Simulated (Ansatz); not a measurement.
SnO2:

```
Sn O
1.0
     4.78800    0.00000    0.00000
     0.00000    4.86658    0.00000
     0.00000    0.00000    3.24090
Sn O
2 4
Direct
  0.00000 0.00000 0.00000
  0.50000 0.50000 0.50000
  0.70815 0.67896 0.00000
  0.20814 0.82104 0.50000
  0.79185 0.17896 0.50000
  0.29185 0.32104 0.00000
```

The cell is a database's computed one.

Base run:

```yaml
Program: Ansatz 0.2.0
Functional: PBEsol
Potentials_or_basis: all-electron LAPW, scalar-relativistic
Cutoff: 395 eV
Density_cutoff: 1579 eV
Basis_error_allowed: 0.001 eV/atom
k_mesh: 6 × 6 × 8
Occupations: fermi-dirac, width 0.05 eV
Spin: no spin polarisation
```

Its results: band gap on the k mesh 0.73 eV, direct; pressure -6.3 GPa; largest force 0.119 eV/Å.

**Question.** The run is repeated on the same cell with these changes: functional from PBEsol to LDA; basis error allowed from 0.001 eV/atom to 0.002 eV/atom. What comes out?

**Answer.** Band gap on the k mesh 0.69 eV, direct; pressure -11.1 GPa; largest force 0.170 eV/Å.

Caveats: spin-orbit coupling is left out, which moves the levels of the heavy elements.

Not every run made on this cell is shown here.
